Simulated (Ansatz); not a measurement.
Input and command of a plane-wave DFT calculation in Ansatz:

```yaml
crystal:
  lattice:
    - [2.226963388, -3.8572137345, 0.0]
    - [-4.4539267759, 0.0, 0.0]
    - [0.0, 0.0, -4.7683721822]
  atoms:
    - { symbol: V, position: [1.0, 0.0, 0.5], spin: 2.0 }
    - { symbol: V, position: [1.0, 0.0, 0.0], spin: 2.0 }
    - { symbol: V, position: [0.3333333333, 0.6666666667, 0.25], spin: 2.0 }
    - { symbol: V, position: [0.3333333333, 0.6666666667, 0.75], spin: 2.0 }
    - { symbol: V, position: [0.6666666667, 0.3333333333, 0.25], spin: 2.0 }
    - { symbol: V, position: [0.6666666667, 0.3333333333, 0.75], spin: 2.0 }
basis:
  ecutwfc: 420
kpoints:
  mp_grid: { grid: [12, 12, 8] }
hamiltonian:
  xc: pbe
scf:
  occupations: { method: gaussian, width: 0.1 }
output:
  forces: true
  stress: true
  eigenvalues: true
  populations: true
magnetization:
  spin_polarized: true
relax:
  adjacent_minimum: "off"
  f_tol: 0.015
  max_steps: 60
  cell: { stress_tol: 0.15 }
```

```bash
ansatz run input.yaml --threads 1 --pin off --max-ram 2560MiB --backend cpu --events-out ev --progress --plain --runs-dir out
```

Processor: Intel(R) Xeon(R) Platinum 8375C CPU @ 2.90GHz (Ice Lake), 1 thread, on a host shared with other jobs.

Question: How long does it run, and how much memory does it take?

Answer: About 4 min on 1 thread of Intel(R) Xeon(R) Platinum 8375C CPU @ 2.90GHz (Ice Lake) (shared host), peak memory 0.87 GiB. It solves 54 bands at 95 k points (the mesh reduced by the symmetry that the task leaves, which can be less than the crystal's) with about 1593 plane waves (on the last cell), in 39 SCF iterations over 5 ionic steps.
